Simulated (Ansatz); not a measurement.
Electric field gradients in NaH

```xyz
4
Lattice="3.9719 0.0000 0.0000 -1.9859 3.4397 0.0000 0.0000 0.0000 4.8741" Properties=species:S:1:pos:R:3 pbc="T T T"
Na    0.0000    2.2932   -0.3022
Na    1.9859    1.1466    2.1348
H     0.0000    2.2932    2.1348
H     1.9859    1.1466    4.5719
```

Atom numbers follow the list: Na1, Na2, H3, H4.

The cell was built from the wurtzite type and relaxed in the same program, and has space group P6_3/mmc; it needn't be a known or the stable phase. The relaxation left the symmetry of that type.

All numbers are computed: DFT, PBE, all-electron PAW with datasets made for the crystal, scalar-relativistic (Ansatz 0.2.0); DFT, PBE, PAW with Ansatz's default frozen-core files, scalar-relativistic (Ansatz 0.2.0).

For the crystal-made all-electron datasets (AE datasets): a Γ-centred 14×14×8 k mesh, Fermi–Dirac smearing of 0.03 eV, cutoff 180 eV (chosen by the program for this cell), no spin polarisation. PAW takes a cutoff of 420 eV at this cell. The Ansatz runs share mesh, smearing and spin set-up.

Vzz is the principal value of largest size of the traceless field-gradient tensor, in 10²¹ V/m², and η = (Vxx − Vyy)/Vzz with |Vzz| ≥ |Vyy| ≥ |Vxx|.

```json
{"site": "Na1", "site symmetry": "-6m2", "Vzz (η), AE datasets": "0.06 (η = 0.00)", "Vzz (η), PAW": "0.06 (η = 0.00)"}
{"site": "H3", "site symmetry": "-6m2", "Vzz (η), AE datasets": "-0.02 (η = 0.00)", "Vzz (η), PAW": "-0.02 (η = 0.00)"}
```
